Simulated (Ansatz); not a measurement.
PtSe2 (Sudovikovite):

```
Pt Se
1.0
     3.72400    0.00000    0.00000
    -1.86200    3.22508    0.00000
     0.00000    0.00000    5.06200
Pt Se
1 2
Direct
  0.00000 0.00000 0.00000
  0.66667 0.33333 0.75000
  0.33333 0.66667 0.25000
```

Below is the output of Ansatz 0.2.0 for this cell. Logs are shortened: lines on timing, memory, paths and dates and some standing lists are left out, and cuts for length are marked.

```text
Warning: RAYON_NUM_THREADS=2 ignored (pool sized by the plan → 2); use --threads N
scf.n_extra_bands = 7 over 25 filled bands (N_el = 50.0): the run solves 32 bands
Engine: ansatz 0.2.0, x86_64-unknown-linux-gnu
Pseudopotentials: kind: paw
Pseudopotential: Pt, paw, valence charge 18, recommended cutoff 420 eV (normal), Pt.paw.azcp
Pseudopotential: Se, paw, valence charge 16, recommended cutoff 420 eV (normal), Se.paw.azcp
Functional definition: SPW92
  exchange = slater_x
  correlation = pw_c
Crystal: 3 atoms, lattice volume = 60.796 Å³
Basis set: ecut = 420 eV, 1205 PW (Γ)
Bands: 32, of which v1, the nominal top of the filled ones, is band 25 counted from 1 (24 counted from 0)
Symmetry: 12 space group operations
Space group: P-3m1 (ITA 164), of the structure as read, at distance tolerance 3.9e-5 Å
k-points: 40 of 320
Non-local potential: Pt, projectors of the file, l = 0: 3, l = 1: 2, l = 2: 2, l = 3: 1
Non-local potential: Se, projectors of the file, l = 0: 2, l = 1: 2, l = 2: 3, l = 3: 1
PAW form: soft (Blöchl's): semilocal exchange-correlation on the pseudo side does not see the compensation charge
PAW frozen core: Pt, regenerated for the run's functional, and the local potential with it (the file was generated under x = pbe(κ = 0.804, μ = 0.2195149727645171), c = pbe(β = 0.06672455060314922))
PAW frozen core: Se, regenerated for the run's functional, and the local potential with it (the file was generated under x = pbe(κ = 0.804, μ = 0.2195149727645171), c = pbe(β = 0.06672455060314922))
PAW one-centre angular grid: Pt, 590 points (default); XC on 64 Gauss nodes
PAW one-centre angular grid: Se, 590 points (default); XC on 64 Gauss nodes
Initial density: superposition of atomic densities (neutral atoms: chi_scale 0, normalization atom), corrected by the library's trained network
Initial wavefunctions: pseudopotential atomic-orbital guess
Functional: x = slater, c = lda
SCF iter   1: F=—  HF=-23012.750539 eV  |F-HF|=—  |Δ(HF+E_count)|=         —  Δρ=5.18e-3  dr2=7.91e-3  ethr=1.77e-3  ⟨swp⟩=5.9  Hψ=5190  notcnv=0  defer=1
preconditioner: auto → LDOS  [insulator: Δε(μ)=0.148 eV  Ē_g=11.484 eV  σ=0.050 eV  W_gap=0.50  n_scr=22 (ndim 8)  ℏωp=22.3 eV  f_vac=0.035  D(μ)=0.72/eV (n_scr^D=2)  ε∞_Penn≈4.8  β→1.0]
SCF iter   2: F=—  HF=-23012.750549 eV  |F-HF|=—  |Δ(HF+E_count)|=   1.06e-5  Δρ=1.94e-3  dr2=3.22e-3  ethr=1.58e-5  ⟨swp⟩=2.0  Hψ=2657  notcnv=0  defer=55
SCF iter   3: F=—  HF=-23012.749569 eV  |F-HF|=—  |Δ(HF+E_count)|=   9.80e-4  Δρ=5.02e-4  dr2=2.23e-4  ethr=6.44e-6  ⟨swp⟩=2.8  Hψ=2241  notcnv=0  defer=55
SCF iter   4: F=—  HF=-23012.749487 eV  |F-HF|=—  |Δ(HF+E_count)|=   8.16e-5  Δρ=8.63e-5  dr2=6.49e-6  ethr=4.46e-7  ⟨swp⟩=2.9  Hψ=2189  notcnv=0  defer=55
SCF iter   5: F=—  HF=-23012.749484 eV  |F-HF|=—  |Δ(HF+E_count)|=   3.58e-6  Δρ=2.40e-5  dr2=3.22e-7  ethr=1.30e-8  ⟨swp⟩=2.0  Hψ=1551  notcnv=0  defer=55
SCF iter   6: F=-23012.749484 eV  HF=-23012.749484 eV  |F-HF|=1.08e-9  |Δ(HF+E_count)|=   3.98e-8  Δρ=4.37e-6  dr2=7.72e-9  ethr=2.00e-10  ⟨swp⟩=7.6  Hψ=5714  notcnv=0
SCF 1 converged in 6 iterations: F = -23012.749484 eV  dr2 = 7.72e-9
  greatest PAW one-centre occupation: 1.000 electrons in one spin orbital (limit 2), on the Se atom at site 2 (counted from 0), in its partial waves of l = 2
NSCF: frozen V_eff on 129 k-points
SCF converged after 6 iterations
Free energy (F): -23012.749484 eV
Harris-Foulkes:  -23012.749484 eV  (|F-HF|=1.08e-9)
Internal energy: -23012.743322 eV  (E = F + TS)
E sigma→0 (E₀):  -23012.746403 eV
Entropy (-TS):   -0.006161 eV (-2.054 meV/atom)
Fermi energy:    12.999229 eV
--- Per-component energies (eV) ---
  E_band       = -978.037398
  E_kinetic    = 877.438003
  E_local      = -6817.760973  (includes V_loc(G=0)·N_el)
  E_nonlocal   = -969.842330
  E_hartree    = 3152.143920
  E_xc         = -468.502245
  E_vxc        = -500.950040  (∫ρ·V_xc dr)
  E_paw        = -12833.181893  (= ΣΔE_a)
  E_vpaw       = 128.792452  (= ΣTr[D̂ρ^β])
  E_aug_tail   = -0.001034  (compensation charges beyond the density's cutoff)
  E_ewald      = -5957.935364
  E_core_change = 4.898594  (= ΣΔE_core)
  E_smearing   = -0.006161  (= −TS)
  E_closure    = -0.000000  (closes the sum)
  Σ components = -23012.749484   (vs F -23012.749484, Δ=0.00e0)
--- Forces (eV/Å), atoms counted from 1 ---
  atom   1  Pt    -0.00000000     0.00000000     0.00000000
  atom   2  Se     0.00000000    -0.00000000    -0.19628247
  atom   3  Se    -0.00000000     0.00000000     0.19628247
  max |Σ_I F_I| component: 2.78e-17 eV/Å
--- Stress (GPa, compression-positive) ---
       -0.148376       0.000000       0.000000
       -0.000000      -0.148376       0.000000
       -0.000000       0.000000      -1.138144
  P = ⅓ Tr σ = -0.4783 GPa (-4.783 kbar)
--- Band table (eV; the first three rows and the last of 40) ---
  k-point 0: bands = ["-86.6643", "-40.8166", "-40.8166", "-40.7221", "-35.7086", "-35.7086", "-35.7061", "-35.7061", "-35.6948", "-35.6948", "-35.6899", "-35.6899", "-35.6859", "-35.6856", "-2.7705", "0.0443", "5.7717", "6.4880", "6.4880", "8.9708", "8.9708", "10.4096", "11.9209", "11.9209", "13.3850", "14.4353", "14.4353", "16.4946", "16.9790", "20.2464", "20.2464", "24.7095"]
  k-point 1: bands = ["-86.6643", "-40.8166", "-40.8166", "-40.7222", "-35.7085", "-35.7085", "-35.7061", "-35.7061", "-35.6945", "-35.6945", "-35.6903", "-35.6903", "-35.6859", "-35.6855", "-2.6245", "-0.3015", "6.2920", "6.5058", "6.5058", "8.9594", "8.9594", "10.3678", "11.7546", "11.7546", "12.5135", "14.7244", "14.7244", "16.8062", "17.8527", "20.1118", "20.1118", "23.5590"]
  k-point 2: bands = ["-86.6643", "-40.8166", "-40.8166", "-40.7222", "-35.7083", "-35.7083", "-35.7062", "-35.7062", "-35.6937", "-35.6937", "-35.6911", "-35.6911", "-35.6860", "-35.6855", "-2.2828", "-0.9210", "6.5352", "6.5352", "7.3080", "8.9427", "8.9427", "10.1080", "11.4029", "11.5225", "11.5225", "15.1972", "15.1972", "17.5339", "18.9976", "19.8019", "19.8019", "22.0928"]
  k-point 39: bands = ["-86.6641", "-40.8249", "-40.8224", "-40.7215", "-35.7080", "-35.7077", "-35.7071", "-35.7063", "-35.6938", "-35.6924", "-35.6921", "-35.6917", "-35.6853", "-35.6853", "-0.8182", "-0.6866", "6.0332", "6.5667", "7.1366", "8.1223", "8.4716", "9.1855", "9.3685", "10.4349", "10.6940", "14.4425", "14.9504", "18.7564", "19.7743", "20.6468", "21.0453", "22.4631"]
```

Question: What input gives this log?

Answer: Band structure with LDA, no spin polarisation. The files as run (others can give the same):

input.yaml
```yaml
crystal:
  lattice:
    - [3.724, 0.0, 0.0]
    - [-1.862, 3.2250786037, 0.0]
    - [0.0, 0.0, 5.062]
  atoms:
    - { symbol: Pt, position: [0.0, 0.0, 0.0] }
    - { symbol: Se, position: [0.6666666667, 0.3333333333, 0.75] }
    - { symbol: Se, position: [0.3333333333, 0.6666666667, 0.25] }
hamiltonian:
  xc: lda
  pseudopotentials: { kind: paw }
kpoints:
  mp_grid: { grid: [8, 8, 5] }
  band_path:
    path:
      - [[0.0, 0.0, 0.0], [0.5, 0.0, 0.0], [0.3333333333, 0.3333333333, 0.0], [0.0, 0.0, 0.0], [0.0, 0.0, 0.5], [0.5, 0.0, 0.5], [0.3333333333, 0.3333333333, 0.5], [0.0, 0.0, 0.5]]
      - [[0.5, 0.0, 0.5], [0.5, 0.0, 0.0]]
      - [[0.3333333333, 0.3333333333, 0.0], [0.3333333333, 0.3333333333, 0.5]]
    npoints: 14
scf:
  occupations: { method: fermi_dirac, width: 0.05 }
  n_extra_bands: 7
output:
  forces: true
  stress: true
  eigenvalues: true
  fatbands: false
```

Potentials or basis: Ansatz PAW.
Command:
```sh
$ ansatz run input.yaml --threads 2 --pin off --max-ram 5632MiB --backend cpu --events-out ev --progress --plain --runs-dir out
```

Caveat: spin-orbit coupling is left out, which moves the levels of the heavy elements; the PAW data sets come from PBE, with cores solved anew for the run's functional, which leaves a small shift of forces and pressure.
